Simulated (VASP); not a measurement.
Runs of VASP 6.6.1 on Pb. The typed cell holds 1 atom: a = 3.476 Å, b = 3.523 Å, c = 3.499 Å, α = 59.64°, β = 59.57°, γ = 60.06°. 

| task | level | cell | k mesh | cutoff (eV) | smearing | gap on the mesh (eV) | pressure (GPa) | relaxed volume (Å³/atom) |
| --- | --- | --- | --- | --- | --- | --- | --- | --- |
| single point | PBE | cell sheared at random, sigma 0.01, atoms nudged by 0.01 Å | 9 × 9 × 9 | 520 | fermi-dirac 0.05 eV | none | 2.5 | - |
| relaxation of cell and atoms | MS2 | relaxed from: cell sheared at random, sigma 0.01, atoms nudged by 0.01 Å | 7 × 7 × 7 | 600 | methfessel-paxton 0.1 eV | none | 0.0 | 30.28 |
| relaxation of cell and atoms | r2SCAN | relaxed from: cell sheared at random, sigma 0.01, atoms nudged by 0.01 Å | 7 × 7 × 7 | 600 | methfessel-paxton 0.1 eV | none | 0.0 | (a) |
| relaxation of cell and atoms | PBE | relaxed from: cell sheared at random, sigma 0.01, atoms nudged by 0.01 Å | 9 × 9 × 9 | 600 | methfessel-paxton 0.1 eV | none | 0.0 | 31.88 |

Alike in all rows: potentials or basis VASP PAW PBE potentials, release 64 (Pb_d); no spin polarisation.

Estimate the missing entries.

(a) 31.49.

Caveats: the PAW data sets were made with another functional, which shifts forces and pressure a little (some runs).

A k mesh can miss the band edges, and the runs leave out spin-orbit coupling on Pb.

A gap of «none» marks a metal or a gap under the smearing width.

Not every run made on this cell is shown here.
